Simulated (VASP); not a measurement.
# Cu (Fm-3m) in VASP: further runs

One crystal, Cu, is run at these levels: PBEsol, RPBE; tasks: relaxation of cell and atoms, single point.

Program: VASP 6.6.1. These are calculated values, not measurements. Logs are shortened: lines on timing, memory, paths and dates and some standing lists are left out, and cuts for length are marked.

## 1. Starting point

It takes space group Fm-3m (No. 225, cubic). Conventional cell: a = 3.650 Å, b = 3.650 Å, c = 3.650 Å, α = 90.00°, β = 90.00°, γ = 90.00°. Cu (site symmetry m-3m) is surrounded by 12 Cu at 2.58 Å.

## 2. Relaxation of cell and atoms, PBEsol

The input, INCAR:

```
SYSTEM = Cu
ALGO = Fast ; EDIFF = 1E-7
EDIFFG = -0.005 ; ENCUT = 600
GGA = PS ; IBRION = 2
ISIF = 3 ; ISMEAR = 0
LASPH = .TRUE. ; LCHARG = .FALSE.
LREAL = .FALSE. ; LWAVE = .FALSE.
NELM = 100 ; NSW = 90
PREC = Accurate ; SIGMA = 0.1
```

The input, KPOINTS:

```
k-points
0
G
  8 8 8
  0 0 0
```

The input, POSCAR:

```
Cu
1.0
    0.0000000000      1.8250000000      1.8250000000
    1.8250000000      0.0000000000      1.8250000000
    1.8250000000      1.8250000000      0.0000000000
Cu
1
Direct
    0.0000000000      0.0000000000      0.0000000000
```

Potentials or basis: VASP PAW PBE potentials, release 64 (Cu).

Run with:

```console
$ cat potpaw_PBE.64/Cu/POTCAR > POTCAR
$ mpirun -np 1 vasp_std > vasp.out
```

OUTCAR:

```text
SYSTEM = Cu
   EDIFF = 1E-7
   EDIFFG = -0.005
   ENCUT = 600
   GGA = PS
   IBRION = 2
   ISIF = 3
   ISMEAR = 0
   LASPH = .TRUE.
   LREAL = .FALSE.
   NELM = 100
   NSW = 90
   PREC = Accurate

 ion  position               nearest neighbor table
   1  0.000  0.000  0.000-

  LATTYP: Found a face centered cubic cell.
 ALAT       =     3.6500000000

  Lattice vectors:

 A1 = (   0.0000000000,   1.8250000000,   1.8250000000)
 A2 = (   1.8250000000,   0.0000000000,   1.8250000000)
 A3 = (   1.8250000000,   1.8250000000,   0.0000000000)

Analysis of symmetry for initial positions (statically):
=====================================================================
 Subroutine PRICEL returns:
 Original cell was already a primitive cell.

 Routine SETGRP: Setting up the symmetry group for a
 face centered cubic supercell.

 Subroutine GETGRP returns: Found 48 space group operations
 (whereof 48 operations were pure point group operations)
 out of a pool of 48 trial point group operations.

The static configuration has the point symmetry O_h .

Analysis of symmetry for dynamics (positions and initial velocities):
=====================================================================
 Subroutine PRICEL returns:
 Original cell was already a primitive cell.

 Routine SETGRP: Setting up the symmetry group for a
 face centered cubic supercell.

 Subroutine GETGRP returns: Found 48 space group operations
 (whereof 48 operations were pure point group operations)
 out of a pool of 48 trial point group operations.

The dynamic configuration has the point symmetry O_h .

 Subroutine INISYM returns: Found 48 space group operations
 (whereof 48 operations are pure point group operations),
 and found     1 'primitive' translations

----------------------------------------------------------------------------------------

                                     Primitive cell

  volume of cell :      12.1568

  direct lattice vectors                    reciprocal lattice vectors
     0.000000000  1.825000000  1.825000000    -0.273972603  0.273972603  0.273972603
     1.825000000  0.000000000  1.825000000     0.273972603 -0.273972603  0.273972603
     1.825000000  1.825000000  0.000000000     0.273972603  0.273972603 -0.273972603

  length of vectors
     2.580939751  2.580939751  2.580939751     0.474534468  0.474534468  0.474534468

  position of ions in fractional coordinates (direct lattice)
     0.000000000  0.000000000  0.000000000

  ion indices of the primitive-cell ions
   primitive index   ion index
                 1           1

----------------------------------------------------------------------------------------

 KPOINTS: k-points

Automatic generation of k-mesh.
 Grid dimensions read from file:
 generate k-points for:    8    8    8

 Generating k-lattice:

  Cartesian coordinates                     Fractional coordinates (reciprocal lattice)
    -0.034246575  0.034246575  0.034246575     0.125000000  0.000000000  0.000000000
     0.034246575 -0.034246575  0.034246575     0.000000000  0.125000000  0.000000000
     0.034246575  0.034246575 -0.034246575     0.000000000  0.000000000  0.125000000

  Length of vectors
     0.059316808  0.059316808  0.059316808

  Shift w.r.t. Gamma in fractional coordinates (k-lattice)
     0.000000000  0.000000000  0.000000000

 Subroutine IBZKPT returns following result:
 ===========================================

 Found     29 irreducible k-points:

 Following reciprocal coordinates:
            Coordinates               Weight
  0.000000  0.000000  0.000000      1.000000
  0.125000  0.000000  0.000000      8.000000
  0.250000  0.000000  0.000000      8.000000
  0.375000  0.000000  0.000000      8.000000
  0.500000  0.000000  0.000000      4.000000
  0.125000  0.125000  0.000000      6.000000
[... 16 lines left out ...]
  0.500000  0.250000  0.125000     48.000000
 -0.375000  0.250000  0.125000     24.000000
 [... further k-points ...]
   k-points           NKPTS =     29   k-points in BZ     NKDIM =     29   number of bands    NBANDS=      9
   number of dos      NEDOS =    301   number of ions     NIONS =      1
   total plane-waves  NPLWV =  13824
   dimension x,y,z NGX =    24 NGY =   24 NGZ =   24
   dimension x,y,z NGXF=    48 NGYF=   48 NGZF=   48
   ions per type =               1
   NGX,Y,Z   is equivalent  to a cutoff of  15.46, 15.46, 15.46 a.u.
   NGXF,Y,Z  is equivalent  to a cutoff of  30.92, 30.92, 30.92 a.u.
 SYSTEM =  Cu
   PREC   = accura    normal or accurate (medium, high low for compatibility)
   ISTART =      0    job   : 0-new  1-cont  2-samecut
   ICHARG =      2    charge: 1-file 2-atom 10-const
   ISPIN  =      1    spin polarized calculation?
   LNONCOLLINEAR =      F non collinear calculations
   LSORBIT =      F    spin-orbit coupling
   LASPH  =      T    aspherical Exc in radial PAW
   ENCUT  =  600.0 eV  44.10 Ry    6.64 a.u.   5.15  5.15  5.15*2*pi/ulx,y,z
[... 50 lines left out ...]
  ---------------------------------------------------
  free energy    TOTEN  =        -4.25541916 eV

  energy without entropy =       -4.25234322  energy(sigma->0) =       -4.25388119

------------------------ aborting loop because EDIFF is reached ----------------------------------------

  FORCE on cell =-STRESS in cart. coord.  units (eV):
  Direction    XX          YY          ZZ          XY          YZ          ZX
  --------------------------------------------------------------------------------------
  -------------------------------------------------------------------------------------
  Total       -0.6501770     -0.6501770     -0.6501770     -0.0000000      0.0000000      0.0000000
  in kB      -85.6887082    -85.6887082    -85.6887082     -0.0000000      0.0000000      0.0000000
  external PRESSURE =     -85.6887082 kB  Pullay stress =       0.0000000 kB

 VOLUME and BASIS-vectors are now :
 -----------------------------------------------------------------------------
  energy-cutoff  :      600.00
  volume of cell :       12.16
      direct lattice vectors                 reciprocal lattice vectors
     0.000000000  1.825000000  1.825000000    -0.273972603  0.273972603  0.273972603
     1.825000000  0.000000000  1.825000000     0.273972603 -0.273972603  0.273972603
     1.825000000  1.825000000  0.000000000     0.273972603  0.273972603 -0.273972603
[... 106 lines left out ...]
 POSITION                                       TOTAL-FORCE (eV/Angst)
 -----------------------------------------------------------------------------------
      0.00000      0.00000      0.00000        -0.000000     -0.000000     -0.000000
 -----------------------------------------------------------------------------------
    total drift:                               -0.000000      0.000000     -0.000000

  FREE ENERGIE OF THE ION-ELECTRON SYSTEM (eV)
  ---------------------------------------------------
  free  energy   TOTEN  =        -4.2761948625 eV

  energy  without entropy=       -4.2729001769  energy(sigma->0) =       -4.27454752

--------------------------------------- Ionic step        5  -------------------------------------------

 number of electron      10.9999999 magnetization

 Free energy of the ion-electron system (eV)
  ---------------------------------------------------
  ext. energy  EPLUGINS =         0.00000000
  ---------------------------------------------------
  free energy    TOTEN  =        -4.27619679 eV

  energy without entropy =       -4.27290208  energy(sigma->0) =       -4.27454944

 E-fermi :   7.7337     XC(G=0): -13.0917

 val. band max:        7.6606871126   @ k =   0.5000   0.2500   0.1250
 cond. band min:       7.8971155002   @ k =   0.5000   0.1250   0.0000
 fundamental gap:      0.2364283876
 Fermi energy:         7.7337076842

 k-point     1 :       0.0000    0.0000    0.0000
  band No.  band energies     occupation
      1      -1.8355      2.00000
      2       4.6830      2.00000
      3       4.6830      2.00000
      4       4.6830      2.00000
      5       5.5575      2.00000
      6       5.5575      2.00000
      7      30.6305      0.00000
      8      33.4920      0.00000
      9      33.4920      0.00000

 k-point     2 :       0.1250    0.0000    0.0000
  band No.  band energies     occupation
      1      -1.2596      2.00000
      2       4.5660      2.00000
      3       4.7814      2.00000
      4       4.7814      2.00000
      5       5.5263      2.00000
      6       5.5263      2.00000
      7      26.9197      0.00000
      8      31.3265      0.00000
      9      32.2796      0.00000
[... 253 lines left out ...]
 k-point    24 :      -0.3750    0.2500    0.1250
  band No.  band energies     occupation
      1       3.3259      2.00000
      2       4.0515      2.00000
      3       4.5999      2.00000
      4       5.1548      2.00000
      5       6.0939      2.00000
      6       9.9117      0.00000
      7      12.1875      0.00000
      8      22.2007      0.00000
      9      22.6837      0.00000

 [... further k-points ...]

------------------------ aborting loop because EDIFF is reached ----------------------------------------

  FORCE on cell =-STRESS in cart. coord.  units (eV):
  Direction    XX          YY          ZZ          XY          YZ          ZX
  --------------------------------------------------------------------------------------
  -------------------------------------------------------------------------------------
  Total       -0.0038132     -0.0038132     -0.0038132      0.0000000     -0.0000000      0.0000000
  in kB       -0.5338535     -0.5338535     -0.5338535      0.0000000     -0.0000000      0.0000000
  external PRESSURE =      -0.5338535 kB  Pullay stress =       0.0000000 kB

 VOLUME and BASIS-vectors are now :
 -----------------------------------------------------------------------------
  energy-cutoff  :      600.00
  volume of cell :       11.44
      direct lattice vectors                 reciprocal lattice vectors
    -0.000000000  1.788610706  1.788610706    -0.279546577  0.279546577  0.279546577
     1.788610706  0.000000000  1.788610706     0.279546577 -0.279546577  0.279546577
     1.788610706  1.788610706  0.000000000     0.279546577  0.279546577 -0.279546577

 POSITION                                       TOTAL-FORCE (eV/Angst)
 -----------------------------------------------------------------------------------
      3.57722      3.57722      3.57722        -0.000000     -0.000000      0.000000
 -----------------------------------------------------------------------------------
    total drift:                               -0.000000     -0.000000      0.000000

  FREE ENERGIE OF THE ION-ELECTRON SYSTEM (eV)
  ---------------------------------------------------
  free  energy   TOTEN  =        -4.2761967908 eV

  energy  without entropy=       -4.2729020847  energy(sigma->0) =       -4.27454944

 reached required accuracy - stopping structural energy minimisation
```

It took 20 s on 1 thread of Intel Xeon Platinum 8488C (Sapphire Rapids), shared host; peak memory 0.14 GiB.

Results:

```yaml
Free_energy: -4.2762 eV
Relaxed_volume: 11.44 Å³/atom
Relaxed_cell: a = 2.529 Å, b = 2.529 Å, c = 2.529 Å, α = 60.00°, β = 60.00°, γ = 60.00°
Space_group_after_relaxing_to_0.05_Å: Fm-3m (No. 225)
Energy_gained_by_relaxing: 20.8 meV/atom
Ionic_steps: 5
Pressure_after_relaxing: -0.1 GPa
Band_gap_on_the_k_mesh: none (metal or under the smearing width)
```

The path:
```csv
step,energy change (eV),largest force (eV/Å),pressure (GPa),volume (Å³)
1,0.0000,0.0000,-8.57,12.16
2,-0.0140,0.0000,6.10,11.05
3,-0.0208,0.0000,0.24,11.43
4,-0.0208,0.0000,-0.31,11.45
5,-0.0208,0.0000,-0.05,11.44
```

Final structure:
```
CELL_PARAMETERS angstrom
0.00000 1.78861 1.78861
1.78861 0.00000 1.78861
1.78861 1.78861 0.00000
ATOMIC_POSITIONS crystal
Cu 0.00000 0.00000 0.00000
```

Caveat: the k mesh is coarse (spacing up to 0.37 Å⁻¹), so the values aren't converged; the PAW data sets were made with another functional, which shifts forces and pressure a little.

## 3. Single point, PBEsol

The input, INCAR:

```
SYSTEM = Cu
ALGO = Fast ; EDIFF = 1E-6
ENCUT = 520 ; GGA = PS
ISIF = 2 ; ISMEAR = 0
LASPH = .TRUE. ; LCHARG = .TRUE.
LELF = .TRUE. ; LREAL = .FALSE.
LVHAR = .TRUE. ; LWAVE = .FALSE.
NBANDS = 12 ; NELM = 100
PREC = Accurate ; SIGMA = 0.1
```

The input, KPOINTS:

```
k-points
0
G
  20 20 20
  0 0 0
```

POSCAR is that of step 2.

Potentials or basis: VASP PAW PBE potentials, release 64 (Cu).

Run with:

```console
$ cat potpaw_PBE.64/Cu/POTCAR > POTCAR
$ mpirun -np 1 vasp_std > vasp.out
```

Run time: 49 s. Hardware: 1 thread of Intel Xeon Platinum 8488C (Sapphire Rapids), shared host; peak memory 0.15 GiB.

It converged, with:

```yaml
Free_energy: -4.2856 eV
Pressure: -9.3 GPa
Band_gap_on_the_k_mesh: none (metal or under the smearing width)
```

Levels at points of the mesh, in eV from the Fermi level:
```csv
k point,band 3,band 4,band 5,band 6,band 7,band 8,band 9,band 10
"(0.00, 0.00, 0.00)",-2.90,-2.90,-2.10,-2.10,22.39,24.78,24.78,24.78
"(0.50, 0.00, 0.00)",-2.93,-1.56,-1.56,-0.92,3.63,20.90,21.61,21.61
"(0.50, 0.50, 0.00)",-1.57,-1.42,-1.42,1.52,6.94,12.85,12.85,17.30
```

Caveat: the PAW data sets were made with another functional, which shifts forces and pressure a little.

## 4. Relaxation of cell and atoms, PBEsol

The input, INCAR:

```
SYSTEM = Cu
ALGO = Fast ; EDIFF = 1E-7
EDIFFG = -0.005 ; ENCUT = 580
GGA = PS ; IBRION = 2
ISIF = 3 ; ISMEAR = 0
LASPH = .TRUE. ; LCHARG = .FALSE.
LREAL = .FALSE. ; LWAVE = .FALSE.
NELM = 100 ; NSW = 90
PREC = Accurate ; SIGMA = 0.1
```

KPOINTS is that of step 3.

POSCAR is that of step 3.

Run with:

```console
$ cat potpaw_PBE.64/Cu/POTCAR > POTCAR
$ mpirun -np 1 vasp_std > vasp.out
```

Run time: 88 s. Hardware: 1 thread of Intel Xeon Platinum 8488C (Sapphire Rapids), shared host; peak memory 0.16 GiB.

The run converged. Its results:

```yaml
Free_energy: -4.3104 eV
Relaxed_volume: 11.38 Å³/atom
Relaxed_cell: a = 2.525 Å, b = 2.525 Å, c = 2.525 Å, α = 60.00°, β = 60.00°, γ = 60.00°
Space_group_after_relaxing_to_0.05_Å: Fm-3m (No. 225)
Energy_gained_by_relaxing: 24.6 meV/atom
Ionic_steps: 6
Pressure_after_relaxing: -0.1 GPa
Band_gap_on_the_k_mesh: none (metal or under the smearing width)
```

The path:
| step | energy change (eV) | largest force (eV/Å) | pressure (GPa) | volume (Å³) |
| --- | --- | --- | --- | --- |
| 1 | 0.0000 | 0.0000 | -9.28 | 12.16 |
| 2 | -0.0166 | 0.0000 | 6.76 | 10.96 |
| 3 | -0.0246 | 0.0000 | 0.12 | 11.37 |
| 4 | -0.0246 | 0.0000 | -0.20 | 11.38 |
| 5 | -0.0246 | 0.0000 | -0.14 | 11.38 |
| 6 | -0.0246 | 0.0000 | -0.05 | 11.38 |

Final structure:
```
Cu
1.0
     0.00000    1.78525    1.78525
     1.78525    0.00000    1.78525
     1.78525    1.78525    0.00000
Cu
1
Direct
  0.00000 0.00000 0.00000
```

Levels at points of the mesh, in eV from the Fermi level:
| k point | band 4 | band 5 | band 6 | band 7 | band 8 | band 9 |
| --- | --- | --- | --- | --- | --- | --- |
| (0.00, 0.00, 0.00) | -3.11 | -2.22 | -2.22 | 22.92 | 25.82 | 25.82 |
| (0.50, 0.00, 0.00) | -1.62 | -1.62 | -1.11 | 3.96 | 21.39 | 22.63 |
| (0.50, 0.50, 0.00) | -1.47 | -1.47 | 1.46 | 7.40 | 13.36 | 13.36 |

Caveat: the PAW data sets were made with another functional, which shifts forces and pressure a little.

## 5. Relaxation of cell and atoms, PBEsol

Edit INCAR of step 4 so:

```diff
@@ -2,3 +2,3 @@
 ALGO = Fast ; EDIFF = 1E-7
-EDIFFG = -0.005 ; ENCUT = 580
+EDIFFG = -0.005 ; ENCUT = 480
 GGA = PS ; IBRION = 2
```

KPOINTS is that of step 4.

POSCAR is that of step 4.

Run with:

```console
$ cat potpaw_PBE.64/Cu/POTCAR > POTCAR
$ mpirun -np 1 vasp_std > vasp.out
```

It took 62 s on 1 thread of Intel Xeon Platinum 8488C (Sapphire Rapids), shared host; peak memory 0.14 GiB.

The run converged. Its results:

- Free energy: -4.3112 eV
- Relaxed volume: 11.37 Å³/atom
- Relaxed cell: a = 2.524 Å, b = 2.524 Å, c = 2.524 Å, α = 60.00°, β = 60.00°, γ = 60.00°
- Space group after relaxing (to 0.05 Å): Fm-3m (No. 225)
- Energy gained by relaxing: 26.1 meV/atom
- Ionic steps: 6
- Pressure after relaxing: -0.1 GPa
- Band gap on the k mesh: none (metal or under the smearing width)

Step by step:
| step | energy change (eV) | largest force (eV/Å) | pressure (GPa) | volume (Å³) |
| --- | --- | --- | --- | --- |
| 1 | 0.0000 | 0.0000 | -9.70 | 12.16 |
| 2 | -0.0162 | 0.0000 | 7.70 | 10.91 |
| 3 | -0.0261 | 0.0000 | 0.22 | 11.35 |
| 4 | -0.0261 | 0.0000 | -0.21 | 11.37 |
| 5 | -0.0261 | 0.0000 | -0.14 | 11.37 |
| 6 | -0.0261 | 0.0000 | -0.06 | 11.37 |

Final structure:
```
Cu
1.0
     0.00000    1.78462    1.78462
     1.78462    0.00000    1.78462
     1.78462    1.78462    0.00000
Cu
1
Cartesian
  0.0000 0.0000 0.0000
```

Levels at points of the mesh, in eV from the Fermi level:
```tsv
k point	band 2	band 3	band 4	band 5	band 6	band 7	band 8	band 9
(0.00, 0.00, 0.00)	-3.11	-3.11	-3.11	-2.23	-2.23	22.92	25.84	25.84
(0.50, 0.00, 0.00)	-3.14	-3.14	-1.62	-1.62	-1.12	3.97	21.40	22.65
(0.50, 0.50, 0.00)	-4.59	-1.64	-1.48	-1.48	1.46	7.40	13.37	13.37
```

Caveat: the PAW data sets were made with another functional, which shifts forces and pressure a little.

## 6. Relaxation of cell and atoms, RPBE

Edit INCAR of step 5 so:

```diff
@@ -2,4 +2,4 @@
 ALGO = Fast ; EDIFF = 1E-7
-EDIFFG = -0.005 ; ENCUT = 480
-GGA = PS ; IBRION = 2
+EDIFFG = -0.005 ; ENCUT = 600
+GGA = RP ; IBRION = 2
 ISIF = 3 ; ISMEAR = 0
```

KPOINTS is that of step 5.

POSCAR is that of step 5.

Potentials or basis: VASP PAW PBE potentials, release 64 (Cu).

Run with:

```console
$ cat potpaw_PBE.64/Cu/POTCAR > POTCAR
$ mpirun -np 1 vasp_std > vasp.out
```

Wall time 1.7 min (1 thread of Intel Xeon Platinum 8488C (Sapphire Rapids), shared host); peak memory 0.17 GiB.

It converged, with:

| Property | Result |
| --- | --- |
| Free energy | -3.2571 eV |
| Relaxed volume | 12.46 Å³/atom |
| Relaxed cell | a = 2.602 Å, b = 2.602 Å, c = 2.602 Å, α = 60.00°, β = 60.00°, γ = 60.00° |
| Space group after relaxing (to 0.05 Å) | Fm-3m (No. 225) |
| Energy gained by relaxing | 2.8 meV/atom |
| Ionic steps | 10 |
| Pressure after relaxing | 0.0 GPa |
| Band gap on the k mesh | none (metal or under the smearing width) |

The path:
| step | energy change (eV) | largest force (eV/Å) | pressure (GPa) | volume (Å³) |
| --- | --- | --- | --- | --- |
| 1 | 0.0000 | 0.0000 | 3.58 | 12.16 |
| 2 | -0.0018 | 0.0000 | -1.54 | 12.64 |
| 3 | -0.0028 | 0.0000 | 0.23 | 12.44 |
| 4 | -0.0028 | 0.0000 | -0.10 | 12.46 |
| 5 | -0.0028 | 0.0000 | 0.20 | 12.46 |
| 6 | -0.0028 | 0.0000 | -0.21 | 12.46 |
| 7 | -0.0028 | 0.0000 | 0.11 | 12.46 |
| 8 | -0.0028 | 0.0000 | -0.18 | 12.46 |
| 9 | -0.0028 | 0.0000 | 0.08 | 12.46 |
| 10 | -0.0028 | 0.0000 | -0.03 | 12.46 |

Final structure:
```
Cu
1.0
     0.00000    1.83989    1.83989
     1.83989    0.00000    1.83989
     1.83989    1.83989    0.00000
Cu
1
Direct
  0.00000 0.00000 0.00000
```

Levels at points of the mesh, in eV from the Fermi level:
```
           k point  band 2  band 3  band 4  band 5  band 6  band 7  band 8  band 9
(0.00, 0.00, 0.00)   -2.84   -2.84   -2.84   -2.09   -2.09   22.13   24.46   24.46
(0.50, 0.00, 0.00)   -2.87   -2.87   -1.56   -1.56   -0.84    3.55   20.64   21.35
(0.50, 0.50, 0.00)   -4.12   -1.58   -1.43   -1.43    1.57    6.79   12.73   12.73
```

Caveat: the PAW data sets were made with another functional, which shifts forces and pressure a little.

## 7. The runs side by side

| task | level | cell | k mesh | cutoff (eV) | mesh quality | gap on the mesh (eV) | pressure (GPa) | relaxed volume (Å³/atom) |
| --- | --- | --- | --- | --- | --- | --- | --- | --- |
| relaxation of cell and atoms | PBEsol | relaxed | 8 × 8 × 8 | 600 | coarse | none | -0.1 | 11.44 |
| single point | PBEsol | as given | 20 × 20 × 20 | 520 | not flagged | none | -9.3 | - |
| relaxation of cell and atoms | PBEsol | relaxed | 20 × 20 × 20 | 580 | not flagged | none | -0.1 | 11.38 |
| relaxation of cell and atoms | PBEsol | relaxed | 20 × 20 × 20 | 480 | not flagged | none | -0.1 | 11.37 |
| relaxation of cell and atoms | RPBE | relaxed | 20 × 20 × 20 | 600 | not flagged | none | 0.0 | 12.46 |

Alike in all rows: potentials or basis VASP PAW PBE potentials, release 64 (Cu); no spin polarisation; smearing gaussian 0.1 eV.

Caveats: some runs use coarse meshes; the PAW data sets were made with another functional, which shifts forces and pressure a little.

Total energies depend on the potentials used, so only differences within one code and one set of settings carry meaning.
